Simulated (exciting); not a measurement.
Crystal: P.

```
CELL_PARAMETERS angstrom
1.64774 -5.46504 0.00000
1.64774 5.46504 0.00000
0.00000 0.00000 4.54364
ATOMIC_POSITIONS crystal
P 0.90414 0.09586 0.58882
P 0.09586 0.90414 0.41118
P 0.59586 0.40414 0.08882
P 0.40414 0.59586 0.91118
```

Base run:

```yaml
Program: exciting (release sodium)
Functional: PBEsol
Potentials_or_basis: all-electron LAPW+lo, shipped species files, valence relativity iora*
rgkmax: 7.5
k_mesh: 8 × 8 × 6
Occupations: fermi-dirac, width 0.05 eV
Spin: no spin polarisation
```

Its results: band gap on the k mesh 0.01 eV, direct; largest force 0.327 eV/Å.

Problem. The run is repeated on the same cell with these changes: functional from PBEsol to PBE; occupations from fermi-dirac, width 0.05 eV to gaussian, width 0.012 eV. What comes out?

Solution. Band gap on the k mesh 0.10 eV, direct; largest force 0.367 eV/Å.

A k mesh can miss the band edges.

Not every run made on this cell is shown here.
